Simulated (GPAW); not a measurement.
Runs of GPAW 26.7.0 on CaO. Symmetry: Fm-3m, No. 225, cubic system. Conventional cell: a = 4.807 Å, b = 4.807 Å, c = 4.807 Å, α = 90.00°, β = 90.00°, γ = 90.00°. Ca (site symmetry m-3m) has 6 O at 2.40 Å as nearest neighbours. O (site symmetry m-3m) is surrounded by 6 Ca at 2.40 Å. The cell is a database's computed one.

| task | level | cell | optimizer | fmax | max steps | convergence | gap on the mesh (eV) | pressure (GPa) | relaxed volume (Å³/atom) |
| --- | --- | --- | --- | --- | --- | --- | --- | --- | --- |
| relaxation of cell and atoms | PBEsol+D3(BJ) | relaxed | BFGS | 0.02 eV/Å | 60 | density=1e-05 forces=0.0001 | 3.57 | 0.0 | 13.25 |
| relaxation of cell and atoms | PBEsol+D3(BJ)+ATM | relaxed | BFGS | 0.02 eV/Å | 60 | density=1e-05 forces=0.0001 | 3.57 | 0.2 | 13.27 |
| relaxation of cell and atoms | PBEsol+D4 | relaxed | BFGS | 0.02 eV/Å | 60 | density=1e-05 forces=0.0001 | 3.58 | 0.1 | 13.47 |
| single point | PBEsol | as given | - | - | - | - | 3.59 | -2.1 | - |
| relaxation of cell and atoms | PBEsol | relaxed | BFGS | 0.02 eV/Å | 60 | density=1e-05 forces=0.0001 | 3.58 | 0.0 | (a) |
| single point | PBEsol | atoms moved at random, drawn with an rms of 0.05 Å | - | - | - | - | 3.60 | -2.0 | - |
| relaxation of cell and atoms | PBEsol+D3 | relaxed | BFGS | 0.02 eV/Å | 60 | density=1e-05 forces=0.0001 | 3.58 | 0.2 | (b) |

Alike in all rows: potentials or basis PAW data sets generated in the run's folder for this functional, pw; no spin polarisation; k mesh 10 × 10 × 10; cutoff (eV) 800; smearing fermi-dirac 0.05 eV.

**Question.** Fill in the values left out.

**Answer.** (a) 13.62; (b) 13.36.

Caveats: later steps reuse the first step's grids (some runs).

A k mesh can miss the band edges.
